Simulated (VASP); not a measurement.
# Sb (Im-3m) in VASP: a series of runs

The runs below take Sb through single point, with PBE.

Program: VASP 6.6.1. These are calculated values, not measurements. Logs are shortened: lines on timing, memory, paths and dates and some standing lists are left out, and cuts for length are marked.

**1. The crystal as given**

Symmetry: Im-3m, No. 229, cubic system. Conventional cell: a = 3.743 Å, b = 3.743 Å, c = 3.743 Å, α = 90.00°, β = 90.00°, γ = 90.00°. Sb (site symmetry m-3m) has 8 Sb at 3.24 Å as nearest neighbours.

This isn't the form of Sb at room conditions, which is rhombohedral.

**2. Single point, PBE**

The input, INCAR:

```
SYSTEM = Sb
PREC = Accurate
ENCUT = 300
EDIFF = 1E-6
ISMEAR = 0
SIGMA = 0.05
LREAL = .False.
LASPH = .True.
NELM = 100
ALGO = Normal
ISIF = 2
LWAVE = .False.
LCHARG = .False.
GGA = PE
ADDGRID = .False.
```

The input, KPOINTS:

```
Automatic mesh
0
Gamma
  6 6 6
  0 0 0
```

The input, POSCAR:

```
Sb
1.0
   -1.8713408863      1.8713408863      1.8713408863
    1.8713408863     -1.8713408863      1.8713408863
    1.8713408863      1.8713408863     -1.8713408863
Sb
1
Direct
    0.0000000000      0.0000000000      0.0000000000
```

Potentials or basis: VASP PAW PBE potentials, release 64 (Sb).

On the command line:

```sh
$ cat potpaw_PBE.64/Sb/POTCAR > POTCAR
$ mpirun -np 1 vasp_std > vasp.out
```

OUTCAR:

```text
SYSTEM = Sb
   PREC = Accurate
   ENCUT = 300
   EDIFF = 1E-6
   ISMEAR = 0
   LREAL = .False.
   LASPH = .True.
   NELM = 100
   ISIF = 2
   GGA = PE

 Found     16 irreducible k-points:

 Following reciprocal coordinates:
            Coordinates               Weight
  0.000000  0.000000  0.000000      1.000000
  0.166667  0.000000  0.000000     12.000000
  0.333333  0.000000  0.000000     12.000000
  0.500000  0.000000  0.000000      6.000000
  0.166667  0.166667  0.000000     24.000000
  0.333333  0.166667  0.000000     48.000000
   k-points           NKPTS =     16   k-points in BZ     NKDIM =     16   number of bands    NBANDS=      6
   number of dos      NEDOS =    301   number of ions     NIONS =      1
   total plane-waves  NPLWV =   5832
   dimension x,y,z NGX =    18 NGY =   18 NGZ =   18
   dimension x,y,z NGXF=    36 NGYF=   36 NGZF=   36
   ions per type =               1
   NGX,Y,Z   is equivalent  to a cutoff of   9.23,  9.23,  9.23 a.u.
   NGXF,Y,Z  is equivalent  to a cutoff of  18.46, 18.46, 18.46 a.u.
 SYSTEM =  Sb
   PREC   = accura    normal or accurate (medium, high low for compatibility)
   ISTART =      0    job   : 0-new  1-cont  2-samecut
   ICHARG =      2    charge: 1-file 2-atom 10-const
   ISPIN  =      1    spin polarized calculation?
   LNONCOLLINEAR =      F non collinear calculations
   LSORBIT =      F    spin-orbit coupling
   LASPH  =      T    aspherical Exc in radial PAW
   ENCUT  =  300.0 eV  22.05 Ry    4.70 a.u.   4.58  4.58  4.58*2*pi/ulx,y,z
   NELM   =    100;   NELMIN=  2; NELMDL= -5     # of ELM steps
   EDIFF  = 0.1E-05   stopping-criterion for ELM
   LREAL  =      F    real-space projection
   EDIFFG = 0.1E-04   stopping-criterion for IOM
   NSW    =      0    number of steps for IOM
   IBRION =     -1    ionic relax: 0-MD 1-quasi-New 2-CG
   NFREE  =      0    steps in history (QN), initial steepest desc. (CG)
   ISIF   =      2    stress and relaxation
   ISYM   =      2    0-nonsym 1-usesym 2-fastsym
   POTIM  = 0.5000    time-step for ionic-motion
   TEBEG  =    0.0;   TEEND  =   0.0 temperature during run
   PSTRESS=    0.0 pullay stress
   NELECT =       5.0000    total number of electrons
   NUPDOWN=      -1.0000    fix difference up-down
   EMIN   =  10.00;   EMAX   =-10.00  energy-range for DOS
   EFERMI =   0.00;   METHOD = LEGACY
   ISMEAR =     0;   SIGMA  =   0.05  broadening in eV -4-tet -1-fermi 0-gaus
   EFERMI_NEDOS =   21; number of points for ismear=-14 and -15
   IALGO  =     38    algorithm
   IMIX   =      4    mixing-type and parameters
     AMIX     =   0.40;   BMIX     =  1.00
     AMIX_MAG =   1.60;   BMIX_MAG =  1.00
  volume/ion in A,a.u.               =      26.21       176.89
  Fermi-wavevector in a.u.,A,eV,Ry     =   0.942378  1.780837 12.083018  0.888077
  Thomas-Fermi vector in A             =   2.069982
   LORBIT       =      0    0 simple, 1 ext, 2 COOP (PROOUT), +10 PAW based schemes
   GGA     = PE    functional components
   LHFCALC =     F    Hartree Fock is set to
   AEXX    =    0.0000 exact exchange contribution
   IVDW    =     0    specifies the selected vdW correction
   LEPSILON=     F    determine dielectric tensor
   LRPA    =     F    only Hartree local field effects (RPA)
 non-spin polarized calculation
 Gauss-broadening in eV      SIGMA  =   0.05
  energy-cutoff  :      300.00
  volume of cell :       26.21
 maximum number of plane-waves:       321
   NGX =  9   NGY =  9   NGZ =  9

 number of electron       5.0000002 magnetization

 Free energy of the ion-electron system (eV)
  ---------------------------------------------------
  ext. energy  EPLUGINS =         0.00000000
  ---------------------------------------------------
  free energy    TOTEN  =        -3.83670848 eV

  energy without entropy =       -3.83354650  energy(sigma->0) =       -3.83512749

 E-fermi :   8.3293     XC(G=0): -10.3454

 val. band max:        8.2811944651   @ k =   0.3333   0.1667   0.0000
 cond. band min:       8.3751094911   @ k =   0.5000   0.5000   0.3333
 fundamental gap:      0.0939150259
 Fermi energy:         8.3292876910

 k-point     1 :       0.0000    0.0000    0.0000
  band No.  band energies     occupation
      1      -4.2467      2.00000
      2      14.5123      0.00000
      3      14.5123      0.00000
      4      14.5123      0.00000
      5      19.4628      0.00000
      6      19.4628      0.00000

 k-point     2 :       0.1667    0.0000    0.0000
  band No.  band energies     occupation
      1      -3.6515      2.00000
      2      11.0175      0.00000
      3      13.0177      0.00000
      4      14.0095      0.00000
      5      17.3725      0.00000
      6      17.6060      0.00000

 k-point     3 :       0.3333    0.0000    0.0000
  band No.  band energies     occupation
      1      -1.9195      2.00000
      2       6.0811      2.00000
      3      11.2283      0.00000
      4      13.0605      0.00000
      5      15.8165      0.00000
      6      16.2237      0.00000

 k-point     4 :       0.5000    0.0000    0.0000
  band No.  band energies     occupation
      1      -0.0452      2.00000
      2       3.0499      2.00000
      3      10.5578      0.00000
      4      12.6372      0.00000
      5      15.3202      0.00000
      6      15.7633      0.00000

 k-point     5 :       0.1667    0.1667    0.0000
  band No.  band energies     occupation
      1      -2.4824      2.00000
      2       8.1006      2.00000
      3      10.1521      0.00000
      4      12.5804      0.00000
      5      17.1847      0.00000
      6      17.9696      0.00000

 k-point     6 :       0.3333    0.1667    0.0000
  band No.  band energies     occupation
      1      -0.3884      2.00000
      2       4.4486      2.00000
      3       8.2812      1.82626
      4      11.6802      0.00000
      5      16.6116      0.00000
      6      18.9531      0.00000

 [... further k-points ...]

------------------------ aborting loop because EDIFF is reached ----------------------------------------

  FORCE on cell =-STRESS in cart. coord.  units (eV):
  Direction    XX          YY          ZZ          XY          YZ          ZX
  --------------------------------------------------------------------------------------
  -------------------------------------------------------------------------------------
  Total        0.5371358      0.5371358      0.5371358     -0.0000000      0.0000000     -0.0000000
  in kB       32.8303820     32.8303820     32.8303820     -0.0000000      0.0000000     -0.0000000
  external PRESSURE =      32.8303820 kB  Pullay stress =       0.0000000 kB

 VOLUME and BASIS-vectors are now :
 -----------------------------------------------------------------------------
  energy-cutoff  :      300.00
  volume of cell :       26.21
      direct lattice vectors                 reciprocal lattice vectors
    -1.871340886  1.871340886  1.871340886     0.000000000  0.267188092  0.267188092
     1.871340886 -1.871340886  1.871340886     0.267188092  0.000000000  0.267188092
     1.871340886  1.871340886 -1.871340886     0.267188092  0.267188092  0.000000000

 POSITION                                       TOTAL-FORCE (eV/Angst)
 -----------------------------------------------------------------------------------
      0.00000      0.00000      0.00000         0.000000      0.000000      0.000000
 -----------------------------------------------------------------------------------
    total drift:                                0.000000      0.000000     -0.000000

  FREE ENERGIE OF THE ION-ELECTRON SYSTEM (eV)
  ---------------------------------------------------
  free  energy   TOTEN  =        -3.8367084817 eV

  energy  without entropy=       -3.8335465000  energy(sigma->0) =       -3.83512749
```

Wall time 3.5 s (1 thread of AMD EPYC 7R43 (Zen 3), shared host); peak memory 0.08 GiB.

These settings aren't checked as converged: the numbers below hold their error.

What came out:

```yaml
Free_energy: -3.8367 eV
Pressure: 3.3 GPa
Band_gap_on_the_k_mesh: none (metal or under the smearing width)
```

Caveat: the k mesh is coarse (spacing up to 0.40 Å⁻¹), so the values aren't converged.

**3. Single point, PBE**

INCAR is that of step 2.

KPOINTS is that of step 2.

The input, POSCAR:

```
Sb
1.0
   -1.8488020000      1.8498240000      1.9110830000
    1.8778730000     -1.8297390000      1.9200690000
    1.8451380000      1.8260750000     -1.8909980000
Sb
1
Direct
   -0.0010080000      0.0132760000      0.0062290000
```

Potentials or basis: VASP PAW PBE potentials, release 64 (Sb).

On the command line:

```sh
$ cat potpaw_PBE.64/Sb/POTCAR > POTCAR
$ mpirun -np 1 vasp_std > vasp.out
```

Wall time 9.2 s (1 thread of AMD EPYC 7R43 (Zen 3), shared host); peak memory 0.08 GiB.

These settings aren't checked as converged: the numbers below hold their error.

Results:

```yaml
Free_energy: -3.8408 eV
Pressure: 3.8 GPa
Band_gap_on_the_k_mesh: none (metal or under the smearing width)
```

Caveat: the k mesh is coarse (spacing up to 0.40 Å⁻¹), so the values aren't converged.
